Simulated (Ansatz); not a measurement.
The system is MgSe.

```xyz
2
Lattice="0.0000 2.7255 2.7255 2.7255 0.0000 2.7255 2.7255 2.7255 0.0000" Properties=species:S:1:pos:R:3 pbc="T T T"
Se    2.7255    2.7255    2.7255
Mg    0.0000    0.0000    0.0000
```

- Program: Ansatz 0.2.0
- Task: single point
- Functional: PBE
- Potentials or basis: Ansatz PAW
- Cutoff: 420 eV (not typed: the program's choice for these potentials)
- k mesh: 8 × 8 × 8
- Occupations: fermi-dirac, width 0.05 eV
- Spin: no spin polarisation

On this cell: pressure 2.0 GPa; largest force zero by symmetry; band gap on the k mesh 1.82 eV, indirect (least direct gap 2.61 eV).

The same run follows on a disturbed copy (atoms moved at random, drawn with an rms of 0.05 Å):

```xyz
2
Lattice="0.0000 2.7255 2.7255 2.7255 0.0000 2.7255 2.7255 2.7255 0.0000" Properties=species:S:1:pos:R:3 pbc="T T T"
Se    2.7313    2.6832    2.7022
Mg   -0.0481   -0.0144   -0.0162
```

What changes?

The energy moves by +2.3 meV/atom; pressure 2.1 GPa; largest force 0.153 eV/Å; band gap on the k mesh 1.83 eV, indirect (least direct gap 2.61 eV).

Forces on the atoms (eV/Å):
```
Se  -0.135  0.069  0.017
Mg   0.135 -0.069 -0.017
```

Stress tensor (GPa, compression positive):
```
2.29 0.02 0.00
0.02 2.08 0.00
0.00 0.00 2.01
```

A k mesh can miss the band edges.
